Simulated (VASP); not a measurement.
# BaTiO3 (P4mm) in VASP: further runs, part 2 of 2

VASP 6.6.1. The steps go on from the part before.

## 4. Relaxation of shape and atoms at fixed volume, PBEsol (a relaxed cell with its volume scaled by 1.06)

Contents of INCAR:

```
PREC     = Accurate       # precision mode
ENCUT    = 600            # plane-wave cutoff, eV
EDIFF    = 1E-7           # SCF threshold, eV
ISMEAR   = 0              # smearing method
SIGMA    = 0.03           # smearing width, eV
LREAL    = F              # projectors in reciprocal space
LASPH    = T              # aspherical terms in the spheres
NELM     = 80             # most SCF steps
ALGO     = Fast           # electronic algorithm
ISIF     = 4              # what is computed and relaxed
LWAVE    = F              # write WAVECAR
LCHARG   = F              # write CHGCAR
GGA      = PS             # functional
IBRION   = 2              # ionic algorithm
NSW      = 40             # ionic steps
EDIFFG   = -0.01          # ionic threshold
KPAR     = 2
```

Contents of KPOINTS:

```
regular mesh
0
Gamma
  8 8 8
```

Contents of POSCAR:

```
BaTiO3                                  
1.0
    4.0449502708      0.0000000000      0.0000000000
    0.0000000000      4.0449502708     -0.0000000000
    0.0000000000      0.0000000000      4.1454087410
  Ba              Ti              O             
     1     1     3
Direct
     0.0000000000000000    1.0000000000000000    0.9986017990225708
     0.5000000000000000    0.5000000000000000    0.4819255852252555
     0.5000000000000000    0.5000000000000000    0.0291004915946275
     0.5000000000000000    0.0000000000000000    0.5166860620787762
     0.0000000000000000    0.5000000000000000    0.5166860620787762
```

Potentials or basis: VASP PAW PBE potentials, release 64 (Ba_sv, Ti_sv, O).

On the command line:

```console
> cat potpaw_PBE.64/Ba_sv/POTCAR potpaw_PBE.64/Ti_sv/POTCAR potpaw_PBE.64/O/POTCAR > POTCAR
> mpirun -np 2 vasp_std > vasp.out
```

OUTCAR:

```text
PREC = Accurate
   ENCUT = 600
   EDIFF = 1E-7
   ISMEAR = 0
   LREAL = F
   LASPH = T
   NELM = 80
   ISIF = 4
   GGA = PS
   IBRION = 2
   NSW = 40
   EDIFFG = -0.01

 ion  position               nearest neighbor table
   1  0.000  0.000  0.999-   4 2.84   5 2.84   5 2.84   4 2.84   3 2.86   3 2.86   3 2.86   3 2.86
                             4 2.95   5 2.95   5 2.95   4 2.95   2 3.49   2 3.49   2 3.49   2 3.49
   2  0.500  0.500  0.482-   3 1.88   4 2.03   5 2.03   4 2.03   5 2.03   3 2.27   1 3.49   1 3.49
                             1 3.49   1 3.49   1 3.57   1 3.57   1 3.57   1 3.57
   3  0.500  0.500  0.029-   2 1.88   2 2.27   1 2.86   1 2.86   1 2.86   1 2.86
   4  0.500  0.000  0.517-   2 2.03   2 2.03   1 2.84   1 2.84   1 2.95   1 2.95
   5  0.000  0.500  0.517-   2 2.03   2 2.03   1 2.84   1 2.84   1 2.95   1 2.95

  LATTYP: Found a simple tetragonal cell.
 ALAT       =     4.0449502708
 C/A-ratio  =     1.0248355266
[... 391 lines left out ...]
  ext. energy  EPLUGINS =         0.00000000
  ---------------------------------------------------
  free energy    TOTEN  =       -41.94373791 eV

  energy without entropy =      -41.94373791  energy(sigma->0) =      -41.94373791

 E-fermi :   3.7114     XC(G=0): -11.1883

 val. band max:        3.5398746688   @ k =   0.5000   0.5000   0.5000
 cond. band min:       5.2802989775   @ k =   0.0000   0.0000   0.0000
 fundamental gap:      1.7404243087
 Fermi energy:         3.7114241085

 k-point     1 :       0.0000    0.0000    0.0000
  band No.  band energies     occupation
      1     -52.8845      2.00000
      2     -29.3576      2.00000
      3     -29.1876      2.00000
      4     -29.1876      2.00000
      5     -21.7136      2.00000
      6     -13.4192      2.00000
[... 637 lines left out ...]
     23       7.0504      0.00000
     24       8.0250      0.00000

 [... further k-points ...]
[... 5 lines left out ...]
  --------------------------------------------------------------------------------------
  -------------------------------------------------------------------------------------
  Total       -2.3094721     -2.3094721     -2.2440171      0.0000000      0.0000000      0.0000000
  in kB      -54.5543734    -54.5543734    -53.0081941      0.0000000      0.0000000      0.0000000
  external PRESSURE =     -54.0389803 kB  Pullay stress =       0.0000000 kB
[... 20 lines left out ...]
  FREE ENERGIE OF THE ION-ELECTRON SYSTEM (eV)
  ---------------------------------------------------
  free  energy   TOTEN  =       -41.9437379076 eV

  energy  without entropy=      -41.9437379076  energy(sigma->0) =      -41.94373791

 reached required accuracy - stopping structural energy minimisation
```

OSZICAR:

```text
N       E                     dE             d eps       ncg     rms          rms(c)
DAV:   1     0.481039038390E+03    0.48104E+03   -0.22993E+04  3600   0.198E+03
DAV:   2     0.369712589386E+01   -0.47734E+03   -0.46934E+03  4296   0.512E+02
DAV:   3    -0.498208292956E+02   -0.53518E+02   -0.52040E+02  5304   0.157E+02
[... 299 lines left out ...]
RMM:   7    -0.419437373366E+02   -0.41569E-07   -0.61387E-07  3158   0.401E-03
  11 F= -.41943737E+02 E0= -.41943737E+02  d E =-.281305E-03
       N       E                     dE             d eps       ncg     rms          rms(c)
DAV:   1    -0.419437375014E+02   -0.20643E-06   -0.19066E-04  4616   0.136E-01    0.238E-03
RMM:   2    -0.419437378444E+02   -0.34299E-06   -0.45842E-06  4007   0.177E-02    0.143E-03
RMM:   3    -0.419437379076E+02   -0.63214E-07   -0.83153E-07  3304   0.669E-03
  12 F= -.41943738E+02 E0= -.41943738E+02  d E =-.281876E-03
```

Run time: 18 min. Hardware: 2 MPI ranks of Intel Xeon Platinum 8488C (Sapphire Rapids), shared host; peak memory 0.31 GiB.

Results:

* Free energy: -41.9437 eV
* Energy gained by relaxing: 8.3 meV/atom
* Ionic steps: 12
* Pressure after relaxing: -5.4 GPa
* Largest force after relaxing: 0.010 eV/Å
* Band gap on the k mesh: 1.74 eV, indirect (least direct gap 2.36 eV)

Forces on the atoms (eV/Å):
```
Ba   0.000  0.000  0.002
Ti   0.000  0.000 -0.010
O    0.000  0.000  0.006
O    0.000  0.000  0.001
O    0.000  0.000  0.001
```

Step by step:
| step | energy change (eV) | largest force (eV/Å) | pressure (GPa) |
| --- | --- | --- | --- |
| 1 | 0.0000 | 0.5508 | -8.94 |
| 2 | -0.0170 | 0.1790 | -7.85 |
| 3 | -0.0184 | 0.0989 | -7.43 |
| 4 | -0.0287 | 0.1072 | -6.80 |
| 5 | -0.0367 | 0.2310 | -5.17 |
| 6 | -0.0361 | 0.3117 | -5.77 |
| 7 | -0.0389 | 0.1072 | -5.47 |
| 8 | -0.0407 | 0.0748 | -5.49 |
| 9 | -0.0413 | 0.0467 | -5.49 |
| 10 | -0.0416 | 0.0140 | -5.42 |
| 11 | -0.0416 | 0.0122 | -5.40 |
| 12 | -0.0416 | 0.0098 | -5.40 |

Final structure:
```xyz
5
Lattice="3.9836 0.0000 0.0000 0.0000 3.9836 0.0000 0.0000 0.0000 4.2742" Properties=species:S:1:pos:R:3 pbc="T T T"
Ba    0.0000    0.0000    4.2128
Ti    1.9918    1.9918    2.0034
O     1.9918    1.9918    0.2015
O     1.9918    0.0000    2.2257
O     0.0000    1.9918    2.2257
```

Caveat: the PAW data sets were made with another functional, which shifts forces and pressure a little; spin-orbit coupling is left out, which moves the levels of the heavy elements. A k mesh can miss the band edges.

## 5. Relaxation of cell and atoms, PBE

Contents of INCAR:

```
SYSTEM = BaTiO3
ALGO = Normal
EDIFF = 1E-6
EDIFFG = -0.01
ENCUT = 600
GGA = PE
IBRION = 2
ISIF = 3
ISMEAR = 0
KPAR = 2
LASPH = .TRUE.
LCHARG = .FALSE.
LREAL = .FALSE.
LWAVE = .FALSE.
NELM = 80
NSW = 90
PREC = Accurate
SIGMA = 0.03
```

Contents of KPOINTS:

```
k-points
0
G
  8 8 8
  0 0 0
```

Contents of POSCAR:

```
BaTiO3
1.0
    3.9998000000      0.0000000000      0.0000000000
    0.0000000000      3.9998000000      0.0000000000
    0.0000000000      0.0000000000      4.0180000000
Ba Ti O
1 1 3
Direct
    0.0000000000      0.0000000000      0.0000000000
    0.5000000000      0.5000000000      0.4900000000
    0.5000000000      0.5000000000      0.0190000000
    0.5000000000      0.0000000000      0.5170000000
    0.0000000000      0.5000000000      0.5170000000
```

On the command line:

```console
> cat potpaw_PBE.64/Ba_sv/POTCAR potpaw_PBE.64/Ti_sv/POTCAR potpaw_PBE.64/O/POTCAR > POTCAR
> mpirun -np 2 vasp_std > vasp.out
```

Run time: 5.6 min. Hardware: 2 MPI ranks of Intel Xeon Platinum 8559C (Emerald Rapids), shared host; peak memory 0.29 GiB.

The run converged. Its results:

```yaml
Free_energy: -40.0456 eV
Relaxed_volume: 13.49 Å³/atom
Relaxed_cell: a = 3.996 Å, b = 3.996 Å, c = 4.224 Å, α = 90.00°, β = 90.00°, γ = 90.00°
Space_group_after_relaxing_to_0.05_Å: P4mm (No. 99)
Energy_gained_by_relaxing: 11.3 meV/atom
Ionic_steps: 20
Pressure_after_relaxing: 0.0 GPa
Largest_force_after_relaxing: 0.009 eV/Å
Band_gap_on_the_k_mesh: 1.77 eV, indirect (least direct gap 2.34 eV)
```

Forces on the atoms (eV/Å):
```
Ba   0.000  0.000 -0.009
Ti   0.000  0.000  0.007
O    0.000  0.000 -0.008
O    0.000  0.000  0.005
O    0.000  0.000  0.005
```

Step by step:
| step | energy change (eV) | largest force (eV/Å) | pressure (GPa) | volume (Å³) |
| --- | --- | --- | --- | --- |
| 1 | 0.0000 | 0.2772 | 4.06 | 64.28 |
| 2 | -0.0132 | 0.4553 | -3.17 | 67.36 |
| 3 | -0.0242 | 0.3758 | -0.43 | 66.09 |
| 4 | -0.0337 | 0.2276 | -0.16 | 66.19 |
| 5 | -0.0399 | 0.1473 | 0.49 | 66.37 |
| 6 | -0.0452 | 0.1456 | 0.15 | 66.73 |
| 7 | -0.0481 | 0.1981 | -0.48 | 67.67 |
| 8 | -0.0487 | 0.1743 | -0.37 | 67.41 |
| 9 | -0.0528 | 0.1364 | -0.09 | 67.19 |
| 10 | -0.0531 | 0.1214 | 0.01 | 67.11 |
| 11 | -0.0549 | 0.0851 | 0.37 | 67.02 |
| 12 | -0.0552 | 0.0657 | 0.56 | 66.97 |
| 13 | -0.0558 | 0.0749 | -0.31 | 67.38 |
| 14 | -0.0560 | 0.0514 | -0.05 | 67.26 |
| 15 | -0.0562 | 0.0327 | -0.02 | 67.27 |
| 16 | -0.0563 | 0.0356 | 0.01 | 67.29 |
| 17 | -0.0564 | 0.0143 | 0.07 | 67.31 |
| 18 | -0.0564 | 0.0345 | 0.15 | 67.34 |
| 19 | -0.0565 | 0.0278 | 0.13 | 67.37 |
| 20 | -0.0565 | 0.0094 | -0.03 | 67.46 |

Final structure:
```cif
data_structure
_symmetry_space_group_name_H-M 'P 1'
_symmetry_Int_Tables_number 1
_cell_length_a 3.9962
_cell_length_b 3.9962
_cell_length_c 4.2245
_cell_angle_alpha 90.000
_cell_angle_beta 90.000
_cell_angle_gamma 90.000
_cell_volume 67.46
loop_
_atom_site_label
_atom_site_type_symbol
_atom_site_fract_x
_atom_site_fract_y
_atom_site_fract_z
_atom_site_occupancy
Ba1 Ba 0.00000 0.00000 0.99076 1
Ti1 Ti 0.50000 0.50000 0.47155 1
O1 O 0.50000 0.50000 0.04188 1
O2 O 0.50000 0.00000 0.51940 1
O3 O 0.00000 0.50000 0.51940 1
```

Levels at points of the mesh, in eV from the valence-band top:
| k point | band 16 | band 17 | band 18 | band 19 | band 20 | band 21 | band 22 | band 23 | band 24 |
| --- | --- | --- | --- | --- | --- | --- | --- | --- | --- |
| (0.00, 0.00, 0.00) | -1.75 | -1.32 | -0.97 | -0.58 | -0.58 | 1.77 | 2.41 | 2.41 | 3.94 |
| (0.50, 0.00, 0.00) | -1.97 | -1.97 | -1.71 | -1.60 | -1.37 | 2.48 | 3.37 | 3.48 | 4.01 |
| (0.50, 0.50, 0.00) | -2.98 | -2.07 | -1.18 | -1.18 | -0.06 | 3.52 | 3.52 | 3.85 | 4.01 |
| (0.00, 0.00, 0.50) | -2.18 | -2.07 | -1.98 | -0.74 | -0.74 | 1.88 | 3.37 | 3.37 | 3.94 |
| (0.50, 0.00, 0.50) | -2.59 | -1.87 | -1.20 | -1.11 | -0.54 | 3.39 | 3.42 | 3.65 | 4.70 |
| (0.50, 0.50, 0.50) | -2.65 | -2.65 | -0.48 | -0.48 | 0.00 | 3.89 | 3.89 | 4.00 | 5.86 |

Caveat: spin-orbit coupling is left out, which moves the levels of the heavy elements. Zero-point motion and thermal expansion aren't in these numbers.

## 6. Relaxation of cell and atoms, PBE

This run uses another cell than the first one, of 13.49 Å³/atom, 1.050 times its volume.

INCAR, as its differences from that of step 5:

```diff
@@ -2,4 +2,4 @@
 ALGO = Normal
-EDIFF = 1E-6
-EDIFFG = -0.01
+EDIFF = 1E-7
+EDIFFG = -0.005
 ENCUT = 600
```

KPOINTS is that of step 5.

Contents of POSCAR:

```
BaTiO3                                  
1.0
    3.9962396300      0.0000000000      0.0000000000
    0.0000000000      3.9962396300      0.0000000000
    0.0000000000      0.0000000000      4.2244769266
  Ba              Ti              O             
     1     1     3
Direct
     0.0000000000000000    0.0000000000000000    0.9907624776433921
     0.5000000000000000    0.5000000000000000    0.4715534301820054
     0.5000000000000000    0.5000000000000000    0.0418836306107260
     0.5000000000000000    0.0000000000000000    0.5194002307819415
     0.0000000000000000    0.5000000000000000    0.5194002307819415
```

Potentials or basis: VASP PAW PBE potentials, release 64 (Ba_sv, Ti_sv, O).

On the command line:

```console
> cat potpaw_PBE.64/Ba_sv/POTCAR potpaw_PBE.64/Ti_sv/POTCAR potpaw_PBE.64/O/POTCAR > POTCAR
> mpirun -np 2 vasp_std > vasp.out
```

Run time: 2.1 min. Hardware: 2 MPI ranks of Intel Xeon Platinum 8559C (Emerald Rapids), shared host; peak memory 0.3 GiB.

It converged, with:

| Property | Result |
| --- | --- |
| Free energy | -40.0517 eV |
| Relaxed volume | 13.48 Å³/atom |
| Relaxed cell | a = 3.995 Å, b = 3.995 Å, c = 4.223 Å, α = 90.00°, β = 90.00°, γ = 90.00° |
| Space group after relaxing (to 0.05 Å) | P4mm (No. 99) |
| Energy gained by relaxing | 0.0 meV/atom |
| Ionic steps | 4 |
| Pressure after relaxing | 0.0 GPa |
| Band gap on the k mesh | 1.77 eV, indirect (least direct gap 2.34 eV) |

Forces in eV/Å, atoms in the order of the input:
```
Ba   0.000  0.000 -0.002
Ti   0.000  0.000 -0.002
O    0.000  0.000  0.001
O    0.000  0.000  0.002
O    0.000  0.000  0.002
```

Stress tensor (GPa, compression positive):
```
 0.04  0.00  0.00
 0.00  0.04  0.00
 0.00  0.00 -0.05
```

Final structure:
```cif
data_structure
_symmetry_space_group_name_H-M 'P 1'
_symmetry_Int_Tables_number 1
_cell_length_a 3.9952
_cell_length_b 3.9952
_cell_length_c 4.2227
_cell_angle_alpha 90.000
_cell_angle_beta 90.000
_cell_angle_gamma 90.000
_cell_volume 67.40
loop_
_atom_site_label
_atom_site_type_symbol
_atom_site_fract_x
_atom_site_fract_y
_atom_site_fract_z
_atom_site_occupancy
Ba1 Ba 0.00000 0.00000 0.99059 1
Ti1 Ti 0.50000 0.50000 0.47172 1
O1 O 0.50000 0.50000 0.04169 1
O2 O 0.50000 0.00000 0.51950 1
O3 O 0.00000 0.50000 0.51950 1
```

Levels at points of the mesh, in eV from the valence-band top:
```tsv
k point	band 18	band 19	band 20	band 21	band 22	band 23
(0.00, 0.00, 0.00)	-0.96	-0.57	-0.57	1.77	2.41	2.41
(0.50, 0.00, 0.00)	-1.71	-1.60	-1.36	2.48	3.38	3.48
(0.50, 0.50, 0.00)	-1.18	-1.18	-0.06	3.52	3.52	3.85
(0.00, 0.00, 0.50)	-1.98	-0.74	-0.74	1.89	3.38	3.38
(0.50, 0.00, 0.50)	-1.20	-1.11	-0.54	3.39	3.42	3.65
(0.50, 0.50, 0.50)	-0.48	-0.48	0.00	3.89	3.89	4.01
```

Caveat: spin-orbit coupling is left out, which moves the levels of the heavy elements. A hybrid or GW would open this gap; PBE tends to underestimate it.

## 7. The runs side by side

| task | level | cell | gap on the mesh (eV) | pressure (GPa) | largest force (eV/Å) |
| --- | --- | --- | --- | --- | --- |
| relaxation of shape and atoms at fixed volume | PBEsol | atoms relaxed at fixed volume from: a relaxed cell with its volume scaled by 1.02 | 1.75 | -2.2 | 0.01 |
| relaxation of shape and atoms at fixed volume | PBEsol | atoms relaxed at fixed volume from: a relaxed cell with its volume scaled by 1.04 | 1.74 | -4.0 | 0.01 |
| relaxation of shape and atoms at fixed volume | PBEsol | atoms relaxed at fixed volume from: a relaxed cell with its volume scaled by 1.06 | 1.74 | -5.4 | 0.01 |
| relaxation of cell and atoms | PBE | relaxed | 1.77 | 0.0 | - |

Alike in all rows: potentials or basis VASP PAW PBE potentials, release 64 (Ba_sv, Ti_sv, O); no spin polarisation; k mesh 8 × 8 × 8; cutoff (eV) 600; smearing gaussian 0.03 eV.

Caveats: spin-orbit coupling is left out, which moves the levels of the heavy elements; the PAW data sets were made with another functional, which shifts forces and pressure a little (some runs).

Total energies depend on the potentials used, so only differences within one code and one set of settings carry meaning.
